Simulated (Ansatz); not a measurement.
# Ga (I4/mmm) in Ansatz: a series of runs

The runs below take Ga through single point, equation of state, with HSE06.

Program: Ansatz 0.2.0. These are calculated values, not measurements. Logs are shortened: lines on timing, memory, paths and dates and some standing lists are left out, and cuts for length are marked.

### Step 1. The crystal as given

It takes space group I4/mmm (No. 139, tetragonal). Conventional cell: a = 2.769 Å, b = 2.769 Å, c = 4.622 Å, α = 90.00°, β = 90.00°, γ = 90.00°. Around Ga (site symmetry 4/mmm) lie 12 Ga at 2.77 to 3.03 Å.

This isn't the form of Ga at room conditions, which is orthorhombic.

### Step 2. Single point, HSE06, 16.66 Å³/atom (volume scaled by 0.94)

Contents of input:

```
crystal:
  lattice:
    - [-1.3561377546, 1.3561377546, 2.2640427644]
    - [1.3561377546, -1.3561377546, 2.2640427644]
    - [1.3561377546, 1.3561377546, -2.2640427644]
  atoms:
    - { symbol: Ga, position: [0.0, 0.0, 0.0] }
hamiltonian:
  xc: hse06
  pseudopotentials: { kind: paw }
kpoints:
  mp_grid: { grid: [8, 8, 8] }
scf:
  occupations: { method: fermi_dirac, width: 0.05 }
output:
  forces: true
  stress: true
  eigenvalues: true
```

Potentials or basis: Ansatz PAW.

Standard output:

```text
Warning: output.stress: scf.convergence.dr2_threshold = 1e-7 eV (the SCF's general default) is looser than the 1e-10 eV advised for a printed stress (1e-10 eV for each atom of the cell: 1). What an SCF threshold leaves in a stress goes as its square root, and in the free energy as the threshold itself, and one threshold admits the most on a small cell: of the crystals measured, under no hybrid functional and no lock of the moments, on runs that ended without the residual-converged pass, on stresses that held no estimate of that error, the worst erred by over 100 MPa in a component at 1e-7 eV an atom and by under 5 at 1e-10. Set scf.convergence.dr2_threshold to 1e-10 eV or tighter. The threshold is an SCF's pass mark: one that does not reach it within its budget of iterations ends unconverged, or closes short of it on a stop that the run arms, and scf.convergence.dr2_threshold's page says what that costs each kind of run
Warning: output.stress: scf.exx.energy_threshold = 1e-6 eV is looser than the 1e-8 eV advised for a stress under a hybrid functional (1e-8 eV for each atom of the cell: 1). Every SCF of the exchange loop can meet its threshold on dr2 while the loop round them stops early: no threshold on dr2 bounds what that leaves in the stress. Set scf.exx.energy_threshold to 1e-8 eV or tighter. The threshold is the loop's pass mark: a loop that does not reach it within its budget of cycles ends unconverged, and scf.exx.energy_threshold's page has the law
GPUs: using 1 of 1 available (devices: 1).
Engine: ansatz 0.2.0, x86_64-unknown-linux-gnu
Pseudopotentials: kind: paw
Pseudopotential: Ga, paw, valence charge 13, recommended cutoff 420 eV (normal), Ga.paw.azcp
Functional definition: HSE06
  parameter a = 0.25
  parameter omega = 0.11/bohr
  exchange = pbe_x - a*pbe_x_sr(omega) + a*exact_x_sr(omega)
  correlation = pbe_c
device memory: the entry about to start is reckoned to put 0.6 GiB on a device that reports 61.2 GiB free (of which the cap on the GPU budget leaves the run 18.0 GiB)
GPU FFT provider: cuFFT
GPU libraries: cuBLAS 13.8.2, cuFFT 12.4.0, cuSOLVER 12.3.4
Crystal: 1 atoms, lattice volume = 16.655 Å³
Basis set: ecut = 420 eV, 323 PW (Γ), exchange–correlation on 40×40×40 points (8 copies of the dense FFT grid, shifted against one another)
Bands: 11, of which v1, the nominal top of the filled ones, is band 7 counted from 1 (6 counted from 0)
Symmetry: 16 space group operations
Space group: I4/mmm (ITA 139), of the structure as read, at distance tolerance 2.6e-5 Å
k-points: 59 of 512
Non-local potential: Ga, projectors of the file, l = 0: 2, l = 1: 2, l = 2: 3, l = 3: 1
PAW form: soft (Blöchl's): semilocal exchange-correlation on the pseudo side does not see the compensation charge
PAW frozen core: Ga, regenerated for the run's functional, and the local potential with it (the file was generated under x = pbe(κ = 0.804, μ = 0.2195149727645171), c = pbe(β = 0.06672455060314922))
PAW one-centre angular grid: Ga, 590 points (default); XC on 64 Gauss nodes
Initial density: superposition of atomic densities (neutral atoms: chi_scale 0, normalization atom), corrected by the library's trained network
Initial wavefunctions: pseudopotential atomic-orbital guess
GPU buffer pool allocated for 8000 grid points (all kernels)
GPU transforms: local potential and band sums: pruned to the plane-wave sphere, on 20×20×20
Functional: x = pbe(κ = 0.804, μ = 0.2195149727645171), c = pbe(β = 0.06672455060314922), warm-up for x = pbe(κ = 0.804, μ = 0.2195149727645171) + 0.25 (exact − pbe) at short range (hse, ω = 0.20786987370883472 Å⁻¹), c = pbe(β = 0.06672455060314922); HSE06 as pw.x's `hse` composes it (authors' and Libxc's form: `xc: wpbeh`)
SCF iter   1: F=—  HF=-3782.971238 eV  |F-HF|=—  |Δ(HF+E_count)|=         —  Δρ=1.20e-3  dr2=1.74e-4  ethr=1.77e-3  ⟨swp⟩=7.8  Hψ=2805  notcnv=0
preconditioner: auto → none  [metal: Δε(μ)=0.068 eV  Ē_g=22.510 eV  σ=0.050 eV  W_gap=0.30  n_scr=0 (ndim 8)  ℏωp=32.8 eV  f_vac=0.000  D(μ)=0.22/eV (n_scr^D=0)]
SCF iter   2: F=—  HF=-3782.971281 eV  |F-HF|=—  |Δ(HF+E_count)|=   4.37e-5  Δρ=6.45e-4  dr2=3.77e-5  ethr=1.34e-6  ⟨swp⟩=4.2  Hψ=1572  notcnv=0  defer=5
iter 3 solved again at ethr=2.27e-8 eV; its pass at ethr=2.90e-7 eV (dr2=2.95e-6 eV) is discarded
SCF iter   3: F=—  HF=-3782.971301 eV  |F-HF|=—  |Δ(HF+E_count)|=   1.95e-5  Δρ=1.72e-4  dr2=2.91e-6  ethr=2.27e-8  ⟨swp⟩=2.6  Hψ=2444  notcnv=0
SCF iter   4: F=—  HF=-3782.971301 eV  |F-HF|=—  |Δ(HF+E_count)|=   2.92e-8  Δρ=4.29e-5  dr2=9.98e-8  ethr=2.24e-8  ⟨swp⟩=4.0  Hψ=1640  notcnv=0
SCF iter   5: F=-3782.971301 eV  HF=-3782.971301 eV  |F-HF|=1.82e-11  |Δ(HF+E_count)|=   1.03e-7  Δρ=1.84e-6  dr2=2.45e-10  ethr=7.68e-10  ⟨swp⟩=3.0  Hψ=1138  notcnv=0
SCF 1 converged in 5 iterations: F = -3782.971301 eV  dr2 = 2.45e-10
device memory: the entry about to start is reckoned to put 1.2 GiB on a device that reports 60.4 GiB free (of which the cap on the GPU budget leaves the run 18.0 GiB)
GPU FFT provider: cuFFT
GPU libraries: cuBLAS 13.8.2, cuFFT 12.4.0, cuSOLVER 12.3.4
Initial density: handed on by an earlier stage of this run
Initial wavefunctions: those handed on with the density
GPU buffer pool allocated for 8000 grid points (all kernels)
GPU transforms: local potential and band sums: pruned to the plane-wave sphere, on 20×20×20
Functional: x = pbe(κ = 0.804, μ = 0.2195149727645171) + 0.25 (exact − pbe) at short range (hse, ω = 0.20786987370883472 Å⁻¹), c = pbe(β = 0.06672455060314922); HSE06 as pw.x's `hse` composes it (authors' and Libxc's form: `xc: wpbeh`)
Exchange kernel: α = 0.2500, screened, ω = 0.2079 Å⁻¹, Wigner–Seitz truncation, v(0) = 1046.3047 eV·Å³, q-mesh 8×8×8, nearest image of the exchange supercell L = 21.70 Å, pair-density grid 12×12×12, without the augmentation charges, whose exchange is taken in its separable form by FFT convolution over the k-point mesh (sized by the pseudopotential files, 16×16×16 at the most), smooth part of the exact exchange by density-matrix convolution in up to 2.11 GiB of GPU memory as planned if the GPU has room (build and FFT work areas not counted)
Frozen-core exchange: fock
iter 1 solved again at ethr=1.27e-4 eV; its pass at ethr=1.00e-1 eV (dr2=1.65e-2 eV) is discarded
SCF iter   1: F=—  HF=-3783.394618 eV  |F-HF|=—  |Δ(HF+E_count)|=         —  Δρ=1.89e-2  dr2=2.49e-2  ethr=1.27e-4  ⟨swp⟩=4.1  Hψ=3175  notcnv=0
preconditioner: auto → none  [metal: Δε(μ)=0.093 eV  Ē_g=25.973 eV  σ=0.050 eV  W_gap=0.39  n_scr=0 (ndim 8)  ℏωp=32.8 eV  f_vac=0.000  D(μ)=0.20/eV (n_scr^D=0)]
SCF iter   2: F=—  HF=-3783.380005 eV  |F-HF|=—  |Δ(HF+E_count)|=   1.46e-2  Δρ=2.54e-3  dr2=8.25e-4  ethr=1.27e-4  ⟨swp⟩=4.0  Hψ=2135  notcnv=0
SCF iter   3: F=—  HF=-3783.383570 eV  |F-HF|=—  |Δ(HF+E_count)|=   3.57e-3  Δρ=3.98e-3  dr2=8.22e-4  ethr=3.73e-6  ⟨swp⟩=4.0  Hψ=1889  notcnv=0
SCF iter   4: F=—  HF=-3783.383595 eV  |F-HF|=—  |Δ(HF+E_count)|=   2.48e-5  Δρ=1.70e-3  dr2=1.84e-4  ethr=3.73e-6  ⟨swp⟩=2.0  Hψ=1041  notcnv=0
SCF iter   5: F=—  HF=-3783.383628 eV  |F-HF|=—  |Δ(HF+E_count)|=   3.28e-5  Δρ=1.52e-4  dr2=1.10e-5  ethr=1.07e-6  ⟨swp⟩=2.7  Hψ=1081  notcnv=0
SCF iter   6: F=—  HF=-3783.383763 eV  |F-HF|=—  |Δ(HF+E_count)|=   1.35e-4  Δρ=2.48e-4  dr2=3.48e-6  ethr=1.05e-8  ⟨swp⟩=4.2  Hψ=2340  notcnv=0  defer=1
SCF iter   7: F=-3783.383758 eV  HF=-3783.383758 eV  |F-HF|=1.54e-7  |Δ(HF+E_count)|=   4.95e-6  Δρ=4.35e-5  dr2=2.52e-7  ethr=1.05e-8  ⟨swp⟩=4.0  Hψ=1727  notcnv=0
SCF 2 stopped early in 7 iterations: F = -3783.383758 eV  dr2 = 2.52e-7
hybrid outer 1: dexx = +4.363e-3 eV, tail = 1.68e-5 eV
GPU FFT provider: cuFFT
GPU libraries: cuBLAS 13.8.2, cuFFT 12.4.0, cuSOLVER 12.3.4
GPU buffer pool allocated for 8000 grid points (all kernels)
GPU transforms: local potential and band sums: pruned to the plane-wave sphere, on 20×20×20
Exchange kernel: α = 0.2500, screened, ω = 0.2079 Å⁻¹, Wigner–Seitz truncation, v(0) = 1046.3047 eV·Å³, q-mesh 8×8×8, nearest image of the exchange supercell L = 21.70 Å, pair-density grid 12×12×12, without the augmentation charges, whose exchange is taken in its separable form by FFT convolution over the k-point mesh (sized by the pseudopotential files, 16×16×16 at the most), smooth part of the exact exchange by density-matrix convolution in up to 2.11 GiB of GPU memory as planned if the GPU has room (build and FFT work areas not counted)
Frozen-core exchange: fock
SCF iter   1: F=—  HF=-3783.383640 eV  |F-HF|=—  |Δ(HF+E_count)|=         —  Δρ=3.43e-5  dr2=1.11e-7  ethr=6.45e-7  ⟨swp⟩=2.8  Hψ=1367  notcnv=0
preconditioner: auto → none  [metal: Δε(μ)=0.025 eV  Ē_g=25.684 eV  σ=0.050 eV  W_gap=0.12  n_scr=0 (ndim 8)  ℏωp=32.8 eV  f_vac=0.000  D(μ)=0.21/eV (n_scr^D=0)]
SCF iter   2: F=—  HF=-3783.383641 eV  |F-HF|=—  |Δ(HF+E_count)|=   9.09e-7  Δρ=1.25e-5  dr2=1.61e-8  ethr=6.01e-10  ⟨swp⟩=4.1  Hψ=2164  notcnv=0  defer=1
SCF iter   3: F=-3783.383641 eV  HF=-3783.383641 eV  |F-HF|=3.91e-11  |Δ(HF+E_count)|=   3.89e-8  Δρ=5.30e-6  dr2=3.78e-9  ethr=7.62e-11  ⟨swp⟩=4.0  Hψ=1753  notcnv=0
SCF 3 converged in 3 iterations: F = -3783.383641 eV  dr2 = 3.78e-9
  Residual-converged pass: ⟨swp⟩=2.0  Hψ=759  notcnv=0  max |occ|·‖R‖ = 1.6e-6 eV (tolerance 2.4e-6 eV)  dr2=3.78e-9  dr2_onsite=2.53e-10  max |Δocc| = 5.1e-13
hybrid outer 2: dexx = +2.613e-7 eV, tail = 1.55e-8 eV, Δε = 5.63e-3 eV (about 2.05e-4 eV left of the loop's levels)
hybrid SCF converged: 2 outer / 10 inner (+5 warm-up), last move |dexx| = 2.61e-7 eV, tail = 1.55e-8 eV
Stability not checked: this state was not tested for a lower state beside it, because the functional holds exact exchange (a hybrid, or Hartree-Fock), whose exchange loop this test does not read (fock_operator; see scf.lower_state_search)
Free energy (F): -3783.383641 eV
Frozen-core exchange: fock
Harris-Foulkes:  -3783.383641 eV  (|F-HF|=3.91e-11)
Internal energy: -3783.382024 eV  (E = F + TS)
E sigma→0 (E₀):  -3783.382832 eV
Entropy (-TS):   -0.001617 eV (-1.617 meV/atom)
Fermi energy:    11.778825 eV
--- Per-component energies (eV) ---
  E_band       = -45.997577
  E_kinetic    = 115.146379
  E_local      = -1697.573880  (includes V_loc(G=0)·N_el)
  E_nonlocal   = 423.440516
  E_hartree    = 807.750656
  E_xc         = -56.362892
  E_vxc        = -47.386175  (∫ρ·V_xc dr)
  E_exx        = -47.867205  (= α·E_x^exact, valence–valence)
  E_paw        = -1953.176982  (= ΣΔE_a)
  E_vpaw       = -359.390478  (= ΣTr[D̂ρ^β])
  E_aug_tail   = -0.000124  (compensation charges beyond the density's cutoff)
  E_ewald      = -1374.850738
  E_core_change = 0.112246  (= ΣΔE_core)
  E_smearing   = -0.001617  (= −TS)
  E_closure    = -0.000000  (closes the sum)
  Σ components = -3783.383641   (vs F -3783.383641, Δ=0.00e0)
--- Forces (eV/Å), atoms counted from 1 ---
  atom   1  Ga    -0.00000000     0.00000000     0.00000000
  max |Σ_I F_I| component: 3.16e-30 eV/Å
--- Stress (GPa, compression-positive) ---
        7.091893      -0.000000      -0.000000
       -0.000000       7.091893      -0.000000
       -0.000000      -0.000000       7.604515
  P = ⅓ Tr σ = 7.2628 GPa (72.628 kbar)
--- Band table (eV; the first three rows and the last of 59) ---
  k-point 0: bands = ["-6.6640", "-6.4758", "-6.4394", "-6.4394", "-6.2532", "-2.0953", "26.2658", "26.4220", "26.4220", "29.2045", "29.2754"]
  k-point 1: bands = ["-6.5870", "-6.4781", "-6.4474", "-6.4192", "-6.2926", "-1.3656", "22.7804", "23.5524", "24.5160", "25.5126", "30.4102"]
  k-point 2: bands = ["-6.5722", "-6.4659", "-6.3904", "-6.3650", "-6.3309", "0.8588", "19.1243", "20.2690", "21.6086", "22.5786", "24.7256"]
  k-point 58: bands = ["-6.7975", "-6.6762", "-6.2102", "-6.2102", "-6.1964", "6.4301", "6.6388", "19.7600", "19.7600", "22.6763", "24.2136"]
```

It took 16 s on 1 × NVIDIA H100 80GB HBM3 with 2 threads of AMD EPYC 7R13 (Zen 3), shared host; peak memory 1.9 GiB.

Results:

```
Free energy            : -3783.3836 eV
Pressure               : 7.3 GPa
Band gap on the k mesh : none (metal or under the smearing width)
```

Caveat: the k mesh is coarse (spacing up to 0.41 Å⁻¹), so the values aren't converged, least of all with exact exchange; the PAW data sets come from PBE, with cores solved anew for the run's functional, which leaves a small shift of forces and pressure; the thresholds are loose for stress.

### Step 3. Single point, HSE06, 17.01 Å³/atom (volume scaled by 0.96)

input: that of step 2 with these lines changed.

```diff
@@ -2,5 +2,5 @@
   lattice:
-    - [-1.3561377546, 1.3561377546, 2.2640427644]
-    - [1.3561377546, -1.3561377546, 2.2640427644]
-    - [1.3561377546, 1.3561377546, -2.2640427644]
+    - [-1.3656883352, 1.3656883352, 2.2799872528]
+    - [1.3656883352, -1.3656883352, 2.2799872528]
+    - [1.3656883352, 1.3656883352, -2.2799872528]
   atoms:
```

Potentials or basis: Ansatz PAW.

Run time: 13 s. Hardware: 1 × NVIDIA H100 80GB HBM3 with 2 threads of AMD EPYC 7R13 (Zen 3), shared host; peak memory 1.9 GiB.

It converged, with:

* Free energy: -3783.3977 eV
* Pressure: 5.5 GPa
* Band gap on the k mesh: none (metal or under the smearing width)

Caveat: the k mesh is coarse (spacing up to 0.41 Å⁻¹), so the values aren't converged, least of all with exact exchange; the PAW data sets come from PBE, with cores solved anew for the run's functional, which leaves a small shift of forces and pressure; the thresholds are loose for stress.

### Step 4. Single point, HSE06, 17.36 Å³/atom (volume scaled by 0.98)

Contents of input:

```
crystal:
  lattice:
    - [-1.3751071731, 1.3751071731, 2.2957117997]
    - [1.3751071731, -1.3751071731, 2.2957117997]
    - [1.3751071731, 1.3751071731, -2.2957117997]
  atoms:
    - { symbol: Ga, position: [0.0, 0.0, 0.0] }
hamiltonian:
  xc: hse06
  pseudopotentials: { kind: paw }
kpoints:
  mp_grid: { grid: [8, 8, 8] }
scf:
  occupations: { method: fermi_dirac, width: 0.05 }
output:
  forces: true
  stress: true
  eigenvalues: true
  write_density: true
  write_potential: true
  elf: true
  volumetric_format: npy
```

It took 16 s on 1 × NVIDIA H100 80GB HBM3 with 2 threads of AMD EPYC 7R13 (Zen 3), shared host; peak memory 1.9 GiB.

The run converged. Its results:

| Quantity | Value |
| --- | --- |
| Free energy | -3783.4081 eV |
| Pressure | 3.9 GPa |
| Band gap on the k mesh | none (metal or under the smearing width) |

Caveat: the k mesh is coarse (spacing up to 0.40 Å⁻¹), so the values aren't converged, least of all with exact exchange; the PAW data sets come from PBE, with cores solved anew for the run's functional, which leaves a small shift of forces and pressure; the thresholds are loose for stress.

### Step 5. Single point, HSE06, 17.72 Å³/atom

Contents of input:

```
crystal:
  lattice:
    - [-1.3843987196, 1.3843987196, 2.3112238365]
    - [1.3843987196, -1.3843987196, 2.3112238365]
    - [1.3843987196, 1.3843987196, -2.3112238365]
  atoms:
    - { symbol: Ga, position: [0.0, 0.0, 0.0] }
hamiltonian:
  xc: hse06
  pseudopotentials: { kind: paw }
kpoints:
  mp_grid: { grid: [8, 8, 8] }
scf:
  occupations: { method: fermi_dirac, width: 0.05 }
output:
  forces: true
  stress: true
  eigenvalues: true
```

Wall time 15 s (1 × NVIDIA H100 80GB HBM3 with 2 threads of AMD EPYC 7R13 (Zen 3), shared host); peak memory 1.9 GiB.

The run converged. Its results:

```
Free energy            : -3783.4151 eV
Pressure               : 2.4 GPa
Band gap on the k mesh : none (metal or under the smearing width)
```

Caveat: the k mesh is coarse (spacing up to 0.40 Å⁻¹), so the values aren't converged, least of all with exact exchange; the PAW data sets come from PBE, with cores solved anew for the run's functional, which leaves a small shift of forces and pressure; the thresholds are loose for stress.

### Step 6. Single point, HSE06, 18.07 Å³/atom (volume scaled by 1.02)

input: that of step 5 with these lines changed.

```diff
@@ -2,5 +2,5 @@
   lattice:
-    - [-1.3843987196, 1.3843987196, 2.3112238365]
-    - [1.3843987196, -1.3843987196, 2.3112238365]
-    - [1.3843987196, 1.3843987196, -2.3112238365]
+    - [-1.3935671902, 1.3935671902, 2.3265304007]
+    - [1.3935671902, -1.3935671902, 2.3265304007]
+    - [1.3935671902, 1.3935671902, -2.3265304007]
   atoms:
```

Potentials or basis: Ansatz PAW.

It took 25 s on 1 × NVIDIA H100 80GB HBM3 with 2 threads of AMD EPYC 7R13 (Zen 3), shared host; peak memory 1.9 GiB.

Results (log left out):

```yaml
Free_energy: -3783.4190 eV
Pressure: 1.1 GPa
Band_gap_on_the_k_mesh: none (metal or under the smearing width)
```

Caveat: the k mesh is coarse (spacing up to 0.40 Å⁻¹), so the values aren't converged, least of all with exact exchange; the PAW data sets come from PBE, with cores solved anew for the run's functional, which leaves a small shift of forces and pressure; the thresholds are loose for stress.

### Step 7. Single point, HSE06, 18.43 Å³/atom (volume scaled by 1.04)

input: that of step 6 with these lines changed.

```diff
@@ -2,5 +2,5 @@
   lattice:
-    - [-1.3935671902, 1.3935671902, 2.3265304007]
-    - [1.3935671902, -1.3935671902, 2.3265304007]
-    - [1.3935671902, 1.3935671902, -2.3265304007]
+    - [-1.4026165814, 1.4026165814, 2.3416381643]
+    - [1.4026165814, -1.4026165814, 2.3416381643]
+    - [1.4026165814, 1.4026165814, -2.3416381643]
   atoms:
```

Wall time 19 s (1 × NVIDIA H100 80GB HBM3 with 2 threads of AMD EPYC 7R13 (Zen 3), shared host); peak memory 1.9 GiB.

The run converged. Its results:

| Quantity | Value |
| --- | --- |
| Free energy | -3783.4202 eV |
| Pressure | 0.0 GPa |
| Band gap on the k mesh | none (metal or under the smearing width) |

Caveat: the k mesh is coarse (spacing up to 0.40 Å⁻¹), so the values aren't converged, least of all with exact exchange; the PAW data sets come from PBE, with cores solved anew for the run's functional, which leaves a small shift of forces and pressure; the thresholds are loose for stress.

### Step 8. Single point, HSE06, 18.78 Å³/atom (volume scaled by 1.06)

Contents of input:

```
crystal:
  lattice:
    - [-1.4115506858, 1.4115506858, 2.3565534592]
    - [1.4115506858, -1.4115506858, 2.3565534592]
    - [1.4115506858, 1.4115506858, -2.3565534592]
  atoms:
    - { symbol: Ga, position: [0.0, 0.0, 0.0] }
hamiltonian:
  xc: hse06
  pseudopotentials: { kind: paw }
kpoints:
  mp_grid: { grid: [8, 8, 8] }
scf:
  occupations: { method: fermi_dirac, width: 0.05 }
output:
  forces: true
  stress: true
  eigenvalues: true
  write_density: true
  write_potential: true
  elf: true
  volumetric_format: npy
```

Run time: 21 s. Hardware: 1 × NVIDIA H100 80GB HBM3 with 2 threads of AMD EPYC 7R13 (Zen 3), shared host; peak memory 1.9 GiB.

It converged, with:

```
Free energy            : -3783.4189 eV
Pressure               : -1.1 GPa
Band gap on the k mesh : none (metal or under the smearing width)
```

Caveat: the k mesh is coarse (spacing up to 0.39 Å⁻¹), so the values aren't converged, least of all with exact exchange; the PAW data sets come from PBE, with cores solved anew for the run's functional, which leaves a small shift of forces and pressure; the thresholds are loose for stress.

### Step 9. Equation of state, HSE06

Potentials or basis: Ansatz PAW.

This step only gathers the single runs of the series.

What came out:

| Property | Result |
| --- | --- |
| Equilibrium volume | 18.42 Å³/atom |
| Bulk modulus at fixed shape and positions | 58 GPa |
| Pressure derivative of the bulk modulus | 4.5 (rough: it moves with the points fitted) |

Energy against volume, from the lowest point:
```
volume (Å³/atom)  energy (meV/atom)
          16.655              36.51
          17.010              22.43
          17.364              12.05
          17.718               5.09
          18.073               1.18
          18.427               0.00
          18.781               1.23
```

Caveat: the k mesh is coarse (spacing up to 0.40 Å⁻¹), so the values aren't converged, least of all with exact exchange; the cell was scaled at fixed shape and fractional positions, which overstates the stiffness of a crystal with free parameters, most of all of layers and chains; the PAW data sets were made with another functional, which shifts forces and pressure a little.
